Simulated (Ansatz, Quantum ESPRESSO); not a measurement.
# NaF(001): dielectric constant from slabs in a field, part 2 of 7

Aim: the dielectric constant along the normal from slabs of two thicknesses in a field, starting with NaF(001), 5 layers.

Quantum ESPRESSO 7.5; plane-wave DFT, PBE, GBRV ultrasoft pseudopotentials; geometry by Ansatz 0.2.0 with PAW datasets.

So far: Starting point; Geometry from Ansatz, 5 layers.

## (3) Ground state, 5 layers: no field

The slab without a field is the reference for all differences.

Level of this step: plane-wave DFT, PBE, GBRV ultrasoft pseudopotentials (Quantum ESPRESSO 7.5).

n5.f0.in

```
&control
  prefix = 'n5.f0'
  outdir = './out'
  pseudo_dir = './pseudo'
  calculation = 'scf'
  tprnfor = .true.
  tefield = .true.
  dipfield = .true.
/
&system
  ibrav = 0
  nat = 10
  ntyp = 2
  ecutwfc = 40
  ecutrho = 200
  occupations = 'fixed'
  edir = 3
  emaxpos = 0.97
  eopreg = 0.04
  eamp = 0.0
/
&electrons
  conv_thr = 1e-10
  mixing_beta = 0.5
  electron_maxstep = 120
/
ATOMIC_SPECIES
  Na  22.9898  na_pbe_v1.5.uspp.F.UPF
  F   18.9984  f_pbe_v1.4.uspp.F.UPF
CELL_PARAMETERS angstrom
  3.32340187160000 0.00000000000000 0.00000000000000
  0.00000000000000 3.32340187160000 0.00000000000000
  0.00000000000000 0.00000000000000 25.40000000000000
ATOMIC_POSITIONS crystal
  Na  -0.000000000000 0.000000000000 0.315643956391
  F   0.500000000000 0.500000000000 0.314643257751
  Na  0.500000000000 0.500000000000 0.407349630328
  F   -0.000000000000 0.000000000000 0.407508276429
  Na  0.000000000000 0.000000000000 0.499999995190
  F   0.500000000000 0.500000000000 0.500000004652
  Na  0.500000000000 0.500000000000 0.592650361079
  F   0.000000000000 0.000000000000 0.592491731327
  Na  0.000000000000 0.000000000000 0.684356030873
  F   0.500000000000 0.500000000000 0.685356755981
K_POINTS automatic
  8 8 1 0 0 0
```

Launch:

```sh
OMP_NUM_THREADS=1 mpirun -n 8 pw.x -nk 4 -in n5.f0.in > n5.f0.out
```

Log:

```text
Program PWSCF v.7.5 starts
[citation notice left out]

     Parallel version (MPI & OpenMP), running on       8 processor cores
     Number of MPI processes:                 8
     Threads/MPI process:                     1

     MPI processes distributed on     1 nodes
[...]
Current dimensions of program PWSCF are:
     Max number of different atomic species (ntypx) = 10
     Max number of k-points (npk) =  40000
     Max angular momentum in pseudopotentials (lmaxx) =  4
     Presently no symmetry can be used with electric field

     K-points division:     npool     =       4
     R & G space division:  proc/nbgrp/npool/nimage =       2
     Subspace diagonalization in iterative solution of the eigenvalue problem:
     a serial algorithm will be used

     Parallelization info
     --------------------
     sticks:   dense  smooth     PW     G-vecs:    dense   smooth      PW
     Min         310     248     74                45110    32384    5477
     Max         311     249     75                45135    32401    5482
     Sum         621     497    149                90245    64785   10959

     Using Slab Decomposition

     bravais-lattice index     =            0
     lattice parameter (alat)  =       6.2803  a.u.
     unit-cell volume          =    1893.1980 (a.u.)^3
     number of atoms/cell      =           10
     number of atomic types    =            2
     number of electrons       =        80.00
     number of Kohn-Sham states=           40
     kinetic-energy cutoff     =      40.0000  Ry
     charge density cutoff     =     200.0000  Ry
     scf convergence threshold =      1.0E-10
     mixing beta               =       0.5000
     number of iterations used =            8  plain     mixing
     Exchange-correlation=  SLA  PW   PBX  PBC
                           (   1   4   3   4   0   0   0)

     celldm(1)=   6.280319  celldm(2)=   0.000000  celldm(3)=   0.000000
     celldm(4)=   0.000000  celldm(5)=   0.000000  celldm(6)=   0.000000

     crystal axes: (cart. coord. in units of alat)
               a(1) = (   1.000000   0.000000   0.000000 )
               a(2) = (   0.000000   1.000000   0.000000 )
               a(3) = (   0.000000   0.000000   7.642771 )

     reciprocal axes: (cart. coord. in units 2 pi/alat)
               b(1) = (  1.000000  0.000000  0.000000 )
               b(2) = (  0.000000  1.000000  0.000000 )
               b(3) = (  0.000000  0.000000  0.130843 )

     PseudoPot. # 1 for Na read from file:
     ./pseudo/na_pbe_v1.5.uspp.F.UPF
     Pseudo is Ultrasoft, Zval =  9.0
     Generated by new atomic code, or converted to UPF format
     Using radial grid of  819 points,  5 beta functions with:
                l(1) =   0
                l(2) =   0
                l(3) =   1
                l(4) =   1
                l(5) =   2
     Q(r) pseudized with  8 coefficients,  rinner =    1.250   1.250   1.250
                                                       1.250   1.250

     PseudoPot. # 2 for F  read from file:
     ./pseudo/f_pbe_v1.4.uspp.F.UPF
     Pseudo is Ultrasoft, Zval =  7.0
     Generated by new atomic code, or converted to UPF format
     Using radial grid of  799 points,  4 beta functions with:
                l(1) =   0
                l(2) =   0
                l(3) =   1
                l(4) =   1
     Q(r) pseudized with  8 coefficients,  rinner =    0.950   0.950   0.950

     atomic species   valence    mass     pseudopotential
     Na                9.00    22.98980     Na( 1.00)
     F                 7.00    18.99840     F ( 1.00)

     No symmetry found

   Cartesian axes

     site n.     atom                  positions (alat units)
         1        Na     tau(   1) = (   0.0000000   0.0000000   2.4123945  )
         2        F      tau(   2) = (   0.5000000   0.5000000   2.4047464  )
         3        Na     tau(   3) = (   0.5000000   0.5000000   3.1132800  )
         4        F      tau(   4) = (   0.0000000   0.0000000   3.1144925  )
         5        Na     tau(   5) = (   0.0000000   0.0000000   3.8213855  )
         6        F      tau(   6) = (   0.5000000   0.5000000   3.8213856  )
         7        Na     tau(   7) = (   0.5000000   0.5000000   4.5294911  )
         8        F      tau(   8) = (   0.0000000   0.0000000   4.5282787  )
         9        Na     tau(   9) = (   0.0000000   0.0000000   5.2303765  )
        10        F      tau(  10) = (   0.5000000   0.5000000   5.2380249  )

     number of k points=    34
                       cart. coord. in units 2pi/alat
        k(    1) = (   0.0000000   0.0000000   0.0000000), wk =   0.0312500
        k(    2) = (   0.0000000   0.1250000   0.0000000), wk =   0.0625000
        k(    3) = (   0.0000000   0.2500000   0.0000000), wk =   0.0625000
        k(    4) = (   0.0000000   0.3750000   0.0000000), wk =   0.0625000
        k(    5) = (   0.0000000  -0.5000000   0.0000000), wk =   0.0312500
        k(    6) = (   0.1250000   0.0000000   0.0000000), wk =   0.0625000
        k(    7) = (   0.1250000   0.1250000   0.0000000), wk =   0.0625000
        k(    8) = (   0.1250000   0.2500000   0.0000000), wk =   0.0625000
        k(    9) = (   0.1250000   0.3750000   0.0000000), wk =   0.0625000
        k(   10) = (   0.1250000  -0.5000000   0.0000000), wk =   0.0625000
[...]
k(   34) = (  -0.5000000  -0.5000000   0.0000000), wk =   0.0312500

     Dense  grid:    90245 G-vectors     FFT dimensions: (  30,  30, 225)

     Smooth grid:    64785 G-vectors     FFT dimensions: (  25,  25, 200)

     Estimated max dynamical RAM per process >      80.66 MB

     Estimated total dynamical RAM >     579.14 MB

     Initial potential from superposition of free atoms

     starting charge      79.9685, renormalised to      80.0000

     negative rho (up, down):  5.922E-04 0.000E+00

     Adding external electric field

     Computed dipole along edir(3) :
        Dipole               -0.0000 Ry au,         -0.0000 Debye
        Dipole field         -0.0000 Ry au,

        Potential amp.        0.0000 Ry
        Total length         46.0791 bohr

     Starting wfcs are   45 randomized atomic wfcs

     total cpu time spent up to now is        1.0 secs

     per-process dynamical memory:    58.9 Mb

     Self-consistent Calculation

     iteration #  1     ecut=    40.00 Ry     beta= 0.50
     Davidson diagonalization with overlap
     ethr =  1.00E-02,  avg # of iterations =  1.0

     negative rho (up, down):  2.265E-04 0.000E+00

     Adding external electric field

     Computed dipole along edir(3) :
[...]
total energy              =    -720.98324515 Ry
     estimated scf accuracy    <       0.00538543 Ry

     iteration #  5     ecut=    40.00 Ry     beta= 0.50
[...]
negative rho (up, down):  2.021E-04 0.000E+00

[...]
Dipole                0.0000 Ry au,          0.0000 Debye
[...]
total energy              =    -720.98433489 Ry
     estimated scf accuracy    <       0.00006325 Ry

     iteration #  6     ecut=    40.00 Ry     beta= 0.50
[...]
negative rho (up, down):  2.002E-04 0.000E+00

[...]
Dipole                0.0000 Ry au,          0.0000 Debye
[...]
total energy              =    -720.98417523 Ry
     estimated scf accuracy    <       0.00040708 Ry

     iteration #  7     ecut=    40.00 Ry     beta= 0.50
[...]
negative rho (up, down):  2.090E-04 0.000E+00

[...]
Dipole                0.0000 Ry au,          0.0000 Debye
[...]
total energy              =    -720.98431726 Ry
     estimated scf accuracy    <       0.00011459 Ry

     iteration #  8     ecut=    40.00 Ry     beta= 0.50
[...]
negative rho (up, down):  2.132E-04 0.000E+00

[...]
Dipole                0.0000 Ry au,          0.0000 Debye
[...]
total energy              =    -720.98432045 Ry
     estimated scf accuracy    <       0.00001412 Ry

     iteration #  9     ecut=    40.00 Ry     beta= 0.50
[...]
negative rho (up, down):  2.137E-04 0.000E+00

[...]
Dipole                0.0000 Ry au,          0.0000 Debye
[...]
total energy              =    -720.98432416 Ry
     estimated scf accuracy    <       0.00000016 Ry

     iteration # 10     ecut=    40.00 Ry     beta= 0.50
[...]
negative rho (up, down):  2.141E-04 0.000E+00

[...]
Dipole                0.0000 Ry au,          0.0000 Debye
[...]
total energy              =    -720.98432420 Ry
     estimated scf accuracy    <          9.3E-10 Ry

     iteration # 11     ecut=    40.00 Ry     beta= 0.50
[...]
negative rho (up, down):  2.145E-04 0.000E+00

[...]
Dipole                0.0000 Ry au,          0.0000 Debye
[...]
total energy              =    -720.98432421 Ry
     estimated scf accuracy    <       0.00000001 Ry

     iteration # 12     ecut=    40.00 Ry     beta= 0.50
[...]
negative rho (up, down):  2.148E-04 0.000E+00

[...]
Dipole                0.0000 Ry au,          0.0000 Debye
[...]
End of self-consistent calculation

          k = 0.0000 0.0000 0.0000 (  8033 PWs)   bands (ev):

   -50.9621 -50.9621 -50.6723 -50.6667 -50.6624 -23.0591 -23.0268 -22.8748
   -22.8420 -22.8420 -22.8420 -22.8420 -22.7830 -22.6823 -22.5895 -22.5895
   -22.5732 -22.5732 -22.5575 -22.5575 -22.4266 -22.2528 -22.1839 -22.0790
   -22.0371  -4.6201  -4.4235  -4.0614  -3.8101  -3.8101  -3.7107  -3.7102
    -3.7102  -3.5565  -3.5565  -3.5103  -3.4072  -3.4072  -3.3939  -3.3939

          k = 0.0000 0.1250 0.0000 (  8085 PWs)   bands (ev):

   -50.9616 -50.9616 -50.6714 -50.6661 -50.6622 -23.0844 -23.0446 -22.9677
   -22.9342 -22.8802 -22.8403 -22.8403 -22.8100 -22.6933 -22.6593 -22.5990
   -22.5866 -22.5716 -22.5716 -22.5570 -22.2672 -22.1523 -22.1093 -22.0178
   -21.9820  -4.5886  -4.4433  -4.1537  -3.9401  -3.8230  -3.8037  -3.7487
    -3.7109  -3.6067  -3.5665  -3.5577  -3.5341  -3.4494  -3.4169  -3.4065

          k = 0.0000 0.2500 0.0000 (  8107 PWs)   bands (ev):

   -50.9603 -50.9603 -50.6691 -50.6649 -50.6620 -23.1557 -23.1060 -23.1008
   -23.0770 -23.0071 -22.8540 -22.8362 -22.8361 -22.8033 -22.6358 -22.5964
   -22.5791 -22.5704 -22.5676 -22.5564 -22.0670 -21.9913 -21.9632 -21.8918
   -21.8632  -4.5816  -4.5653  -4.3474  -4.2595  -4.0319  -3.9582  -3.8029
    -3.7835  -3.7118  -3.6598  -3.5957  -3.5330  -3.5261  -3.4409  -3.4366

          k = 0.0000 0.3750 0.0000 (  8134 PWs)   bands (ev):

   -50.9591 -50.9591 -50.6662 -50.6636 -50.6623 -23.2300 -23.2061 -23.1845
   -23.1742 -23.1136 -22.8731 -22.8476 -22.8320 -22.8320 -22.6190 -22.5892
   -22.5746 -22.5698 -22.5636 -22.5576 -21.9192 -21.8748 -21.8421 -21.7851
   -21.7585  -4.7698  -4.7633  -4.5588  -4.4722  -4.3202  -4.0196  -3.7932
    -3.7481  -3.7117  -3.6990  -3.6414  -3.5852  -3.5648  -3.4659  -3.4653

          k = 0.0000-0.5000 0.0000 (  8152 PWs)   bands (ev):

   -50.9586 -50.9585 -50.6643 -50.6631 -50.6631 -23.2597 -23.2435 -23.2239
   -23.2035 -23.1539 -22.8776 -22.8576 -22.8303 -22.8303 -22.6110 -22.5866
   -22.5786 -22.5620 -22.5620 -22.5619 -21.8622 -21.8358 -21.7962 -21.7448
   -21.7180  -4.8693  -4.8550  -4.6770  -4.5568  -4.4411  -3.8668  -3.8578
    -3.7393  -3.7113  -3.7090  -3.6854  -3.6020  -3.5778  -3.4766  -3.4766

          k = 0.1250 0.0000 0.0000 (  8085 PWs)   bands (ev):

   -50.9616 -50.9616 -50.6714 -50.6661 -50.6622 -23.0844 -23.0446 -22.9677
   -22.9342 -22.8802 -22.8403 -22.8403 -22.8100 -22.6933 -22.6593 -22.5990
   -22.5866 -22.5716 -22.5716 -22.5570 -22.2672 -22.1523 -22.1093 -22.0178
   -21.9820  -4.5886  -4.4433  -4.1537  -3.9401  -3.8230  -3.8037  -3.7487
    -3.7109  -3.6067  -3.5665  -3.5577  -3.5341  -3.4494  -3.4169  -3.4065

[...]
highest occupied level (ev):    -3.3939

!    total energy              =    -720.98432421 Ry
     estimated scf accuracy    <          1.2E-11 Ry

     The total energy is the sum of the following terms:
     one-electron contribution =   -5299.72551488 Ry
     hartree contribution      =    2671.07617784 Ry
     xc contribution           =    -119.26555837 Ry
     ewald contribution        =    2026.93057120 Ry
     electric field correction =       0.00000000 Ry

     convergence has been achieved in  12 iterations

     Forces acting on atoms (cartesian axes, Ry/au):

     atom    1 type  1   force =    -0.00000001    0.00000001   -0.00093922
     atom    2 type  2   force =     0.00000001   -0.00000000   -0.00050046
     atom    3 type  1   force =     0.00000001    0.00000001   -0.00005492
     atom    4 type  2   force =    -0.00000000   -0.00000001   -0.00003558
     atom    5 type  1   force =    -0.00000000   -0.00000001   -0.00000001
     atom    6 type  2   force =    -0.00000001    0.00000001   -0.00000004
     atom    7 type  1   force =    -0.00000001   -0.00000000    0.00005501
     atom    8 type  2   force =     0.00000001    0.00000000    0.00003552
     atom    9 type  1   force =     0.00000000    0.00000001    0.00093932
     atom   10 type  2   force =     0.00000000   -0.00000001    0.00050037

     Total force =     0.001508     Total SCF correction =     0.000006

[...]
=------------------------------------------------------------------------------=
   JOB DONE.
=------------------------------------------------------------------------------=
[key lines of the parts left out:]
Dipole field          0.0000 Ry au,
```

Elapsed: 27 s, on 8 MPI ranks of Arm Neoverse V2, shared host; peak memory 0.85 GiB; 3.6 min of CPU time.

Numbers from this step:

| Item | Value |
| --- | --- |
| free energy | -9809.4915 eV |
| dipole along the normal | 0 e·Å |
| valence top, on the run's zero | -3.394 eV |

The run needed 12 iterations to bring the estimated error under 1e-10 Ry; the largest force on any atom, held or free, is 0.02 eV/Å.

## (4) Electrostatic potential, 5 layers

The vacuum level is read from the electrostatic potential (plot_num = 11), averaged over planes.

n5.f0.pot.in

```
&inputpp
  prefix = 'n5.f0'
  outdir = './out'
  filplot = 'n5.f0.pot.dat'
  plot_num = 11
/
```

Launch:

```sh
OMP_NUM_THREADS=1 mpirun -n 8 pp.x -in n5.f0.pot.in > n5.f0.pot.out
```

Log:

```text
[banner, memory and clock lines left out]
Program POST-PROC v.7.5 starts

          URL

     ./out/n5.f0.save/

     IMPORTANT: XC functional enforced from input :
     Exchange-correlation= PBE
                           (   1   4   3   4   0   0   0)
     Any further DFT definition will be discarded
     Please, verify this is what you really want

     negative rho (up, down):  2.148E-04 0.000E+00

     Adding external electric field

     Computed dipole along edir(3) :
        Dipole                0.0000 Ry au,          0.0000 Debye
        Dipole field          0.0000 Ry au,

        Potential amp.       -0.0000 Ry
        Total length         46.0791 bohr

     Calling punch_plot, plot_num =  11

     Adding external electric field

     Computed dipole along edir(3) :
        Dipole                0.0000 Ry au,          0.0000 Debye
        Dipole field          0.0000 Ry au,

        Potential amp.       -0.0000 Ry
        Total length         46.0791 bohr

     Writing data to file  n5.f0.pot.dat
     Message from routine chdens:
     namelist plot not found or invalid, exiting
```

The job ended after 0.78 s (8 MPI ranks; peak memory 0.09 GiB; 5.4 s of CPU time).

Read from the output:

| Quantity | Value |
| --- | --- |
| slope of the potential above | -2.07e-4 eV/Å |
| upper vacuum line continued to the top atoms, over the valence top | 6.798 eV |
| slope of the potential below | 1.82e-4 eV/Å |
| lower vacuum line continued to the bottom atoms, over the valence top | 6.798 eV |
| vacuum level at the upper face over the valence top of the mesh | 6.797 eV |
| vacuum level at the lower face over the valence top of the mesh | 6.797 eV |

The potential energy, planar mean oscillates, so the rows of the table below give means over windows of 2.37 Å about each position, cut where the curve ends. Its maxima inside the range that stand out by 2 % of the span (Å: eV): 8.0: 26.4, 9.1: 5.91, 10.4: 26.3, 11.5: 5.96, 12.8: 26.3, 13.9: 5.96, 15.0: 26.3, 16.3: 5.91, 17.4: 26.4. Its minima: 7.2: 5.33, 8.8: 5.27, 9.6: 5.29, 11.2: 5.32, 11.9: 5.40, 13.5: 5.40, 14.2: 5.32, 15.8: 5.29, 16.6: 5.27, 18.2: 5.33.

Electrostatic potential energy of an electron, with the sawtooth; zero at the highest filled level of the SCF mesh. Potential energy, planar mean against z; means over each step:

| z (Å) | potential energy, planar mean (eV) |
| --- | --- |
| 1.19 | 6.80 |
| 3.56 | 6.80 |
| 5.93 | 6.66 |
| 8.29 | 13.0 |
| 10.67 | 12.9 |
| 13.04 | 12.9 |
| 15.41 | 12.9 |
| 17.77 | 13.1 |
| 20.14 | 6.78 |
| 22.52 | 6.80 |
| 24.89 | 6.80 |

The vacuum is flat to 0.2 meV/Å, so its level is well defined. Inside the slab the curve depends on the local part of the pseudopotentials; only the vacuum level has a meaning of its own.

[end of part 2 of 7]

[Logs are printed without paths, hosts, clocks, repeated set-up lines and the standing remarks that a program may print on its own settings, such as how far it seeks lower states.]

[Hosts, paths, dates, database ids (printed as entryN), source tags and the programs' standing remarks are cut or masked in the printed files.]

[Maps of the electrostatic potential energy from Ansatz leave out the sawtooth potential of an applied field or a dipole correction, so their vacuum need not be flat; planar profiles and work functions include it.]
